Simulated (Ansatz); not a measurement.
# In: how the settings move a single-point run

Question: which choices in the input matter for In?

Computed with Ansatz 0.2.0 (reference: DFT, PBEsol, PAW with Ansatz's default frozen-core files, scalar-relativistic, unless a step's input says otherwise).

## 1. Starting point

Symmetry: I4/mmm, No. 139, tetragonal system. Conventional cell: a = 3.252 Å, b = 3.252 Å, c = 4.948 Å, α = 90.00°, β = 90.00°, γ = 90.00°. Around In (site symmetry 4/mmm) lie 12 In at 3.25 to 3.38 Å.

As a file:

```xyz
1
Lattice="-1.6261 1.6261 2.4739 1.6261 -1.6261 2.4739 1.6261 1.6261 -2.4739" Properties=species:S:1:pos:R:3 pbc="T T T"
In    0.0000    0.0000    0.0000
```

## 2. The reference run

input.yaml

```yaml
crystal:
  lattice:
    - [-1.62615, 1.62615, 2.47395]
    - [1.62615, -1.62615, 2.47395]
    - [1.62615, 1.62615, -2.47395]
  atoms:
    - { symbol: In, position: [0.0, 0.0, 0.0] }
kpoints:
  mp_grid: { grid: [14, 14, 14] }
  band_path:
    path:
      - [0.0, 0.0, 0.0]
      - [0.0, 0.0, 0.5]
      - [0.25, 0.25, 0.25]
      - [0.0, 0.5, 0.0]
      - [0.0, 0.0, 0.0]
      - [0.5, 0.5, -0.5]
      - [0.3580138334, 0.6419861666, -0.3580138334]
      - [-0.3580138334, 0.3580138334, 0.3580138334]
      - [0.0, 0.0, 0.0]
    npoints: 5
scf:
  occupations: { method: fermi_dirac, width: 0.05 }
hamiltonian:
  xc: pbesol
  pseudopotentials: { kind: paw }
output:
  forces: true
  stress: true
  eigenvalues: true
  efg: { contact_densities: true }
```

The run is started by

```sh
ansatz run input.yaml --threads 1 --pin off --max-ram 2048MiB --backend cpu --events-out ev --progress --plain --runs-dir out
```

## 3. Changed: dr2_threshold 1.0e-09

Edit input.yaml of step 2 so:

```diff
@@ -23,2 +23,3 @@
   occupations: { method: fermi_dirac, width: 0.05 }
+  convergence: { dr2_threshold: 1.0e-09 }
 hamiltonian:
@@ -31 +32,5 @@
   efg: { contact_densities: true }
+  write_density: true
+  write_potential: true
+  elf: true
+  volumetric_format: npy
```

Before running it: what results should come out? Wanted: for each run, ending; energy change; pressure; gap; force.

As calculated:

| run | ending | energy change | pressure (GPa) | gap (eV) | force (eV/Å) | cycles | time |
| --- | --- | --- | --- | --- | --- | --- | --- |
| reference | converged | 0 | -1.0 | 0.00 | 0.00 | 6 | 2.5 s |
| 1: dr2_threshold 1.0e-09 | converged | 0.0 meV/atom | -1.0 | 0.00 | 0.00 | 6 | 2.5 s |

Times don't compare one to one where runs were asked for different outputs or read a saved state (see the inputs); cycles may leave out searches for a lower state.

Residual by cycle in the longest SCF loop of each run; runs are numbered as in the table. The quantity is the density residual dr2, in eV.

| cycle | reference | run 1 |
| --- | --- | --- |
| 1 | 0.00245 | 0.00245 |
| 2 | 5.2e-4 | 5.2e-4 |
| 3 | 1.7e-5 | 1.7e-5 |
| 4 | 1.3e-6 | 1.3e-6 |
| 5 | 6.6e-9 | 6.6e-9 |
| 6 | 1.6e-10 | 1.7e-10 |

Energy and cycle count are those of the reference, so the change (convergence setting) left the result and the number of cycles as they were.
